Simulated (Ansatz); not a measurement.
Method: Ansatz, DFT PBE, scalar-relativistic, plane waves, PAW. Settings: cutoff 420 eV, Γ-centred meshes spaced at most about 0.3 Å⁻¹, and about 0.25 Å⁻¹ or finer for metals (2π included), Gaussian smearing. No spin polarisation.

Temperature and zero-point effects are left out.

Compare these two cells of Al6N, each relaxed at this level.

A.

```cif
data_structure
_symmetry_space_group_name_H-M 'P-3m1'
_symmetry_Int_Tables_number 164
_cell_length_a 2.8930
_cell_length_b 2.8930
_cell_length_c 13.8628
_cell_angle_alpha 90.000
_cell_angle_beta 90.000
_cell_angle_gamma 120.000
_cell_volume 100.48
loop_
_atom_site_label
_atom_site_type_symbol
_atom_site_symmetry_multiplicity
_atom_site_Wyckoff_symbol
_atom_site_fract_x
_atom_site_fract_y
_atom_site_fract_z
_atom_site_occupancy
Al1 Al 2 d 0.33333 0.66667 0.08734 1
Al2 Al 2 d 0.66667 0.33333 0.41614 1
Al3 Al 2 c 0.00000 0.00000 0.74747 1
N1 N 1 a 0.00000 0.00000 0.00000 1
```

B.

```cif
data_structure
_symmetry_space_group_name_H-M 'Cm'
_symmetry_Int_Tables_number 8
_cell_length_a 5.0731
_cell_length_b 8.8468
_cell_length_c 5.1041
_cell_angle_alpha 90.000
_cell_angle_beta 108.629
_cell_angle_gamma 90.000
_cell_volume 217.08
loop_
_atom_site_label
_atom_site_type_symbol
_atom_site_symmetry_multiplicity
_atom_site_Wyckoff_symbol
_atom_site_fract_x
_atom_site_fract_y
_atom_site_fract_z
_atom_site_occupancy
Al1 Al 2 a 0.73661 0.00000 0.35099 1
Al2 Al 4 b 0.71868 0.32599 0.34712 1
Al3 Al 4 b 0.72449 0.17187 0.83396 1
Al4 Al 2 a 0.20967 0.00000 0.82140 1
N1 N 2 a 0.34508 0.00000 0.20993 1
```

Task: Which would you expect to be lower, and how large is the difference?

Result: A is lower, by 41 meV/atom. A has space group P-3m1 (No. 164), 14.4 Å³/atom and no gap on its mesh; B has space group Cm (No. 8), 15.5 Å³/atom and no gap. Counting Al atoms around N (those within 1.25 times the shortest such distance or 1.15 times the sum of covalent radii), A has N 6 and B has N 4. The denser one is the lower, and pressure would at first widen the difference. In A, around Al on its first site lie 3 N at 2.06 Å and 12 Al at 2.83–2.94 Å; Al on its second site has 12 Al at 2.82–2.89 Å; N has 6 Al at 2.06 Å; 1 more site not described. In B, Al on a site of symmetry m is surrounded by 1 N at 1.88 Å and 12 Al at 2.80–3.14 Å; around Al on a site of symmetry 1 lie 1 N at 1.89 Å and 12 Al at 2.83–3.08 Å; around N lie 4 Al at 1.88–1.89 Å and 12 Al at 3.39–3.50 Å; 2 more sites not described. Both come from invented guesses. The lowest form computed isn't among them: it has space group P3m1 (No. 156), 15.4 Å³/atom and lies 116 meV/atom below the best shown.

Cells relaxed within their symmetry can be saddle points. Some candidate types were left out of the draw beforehand, so a known form may be missing.
